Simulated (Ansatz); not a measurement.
Gd:

```
Gd
1.0
     3.63600    0.00000    0.00000
    -1.81800    3.14887    0.00000
     0.00000    0.00000    5.78260
Gd
2
Cartesian
  1.8180 1.0496 4.3369
  0.0000 2.0992 1.4457
```

Program: Ansatz 0.2.0. Alike in all runs: task single point; level PBEsol; potentials or basis Ansatz PAW; cell as given; cutoff (eV) 420; smearing fermi-dirac 0.05 eV.

**Question.** Order these runs on this cell by their pressure, lowest first.
A. spin off; k mesh 8 × 8 × 5
B. spin collinear, ferromagnetic start; fixed moment (μB) 28.0; k mesh 7 × 7 × 4
C. spin collinear, ferromagnetic start; fixed moment (μB) 10.5; k mesh 7 × 7 × 4
D. spin collinear, ferromagnetic start; fixed moment (μB) 7.0; k mesh 7 × 7 × 4
E. spin collinear, random start; k mesh 8 × 8 × 5

**Answer.** A (-4.7 GPa), E (-2.5 GPa), C (1.4 GPa), D (3.7 GPa), B (8.0 GPa).

Caveats: the PAW data sets come from PBE, with cores solved anew for the run's functional, which leaves a small shift of forces and pressure; the total moment is fixed, so each spin has its own Fermi level (some runs); the thresholds are loose for stress (some runs); the starting moments weren't kept (some runs).
